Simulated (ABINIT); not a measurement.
Ir, 1 atom in the cell. The structure is cubic, space group Fm-3m (No. 225). Conventional cell: a = 3.831 Å, b = 3.831 Å, c = 3.831 Å, α = 90.00°, β = 90.00°, γ = 90.00°. Around Ir (site symmetry m-3m) lie 12 Ir at 2.71 Å. 

| Quantity | Value |
| --- | --- |
| Program | ABINIT 10.8.3 (patched build) |
| Task | single point |
| Functional | LDA |
| Potentials or basis | PseudoDojo NC SR LDA v0.4.1 standard |
| Cutoff | 707 eV |
| k mesh | 9 × 9 × 9 |
| Occupations | fermi-dirac, width 0.05 eV |
| Spin | no spin polarisation |

Potentials or basis: PseudoDojo NC SR LDA v0.4.1 standard.

The run is started by

```bash
$ mpirun --bind-to none -np 4 abinit run.abi > log 2>&1
```

Hardware: 4 MPI ranks on Arm Neoverse V1 (shared host).

**Question.** Estimate the wall time of this run.

**Answer.** Run time: 2.8 s on 4 MPI ranks on Arm Neoverse V1, with other jobs on the host, peak memory 0.24 GiB a rank. Counts: scf iterations 7, mpi ranks 4, k points 35, bands 13, plane waves 612.
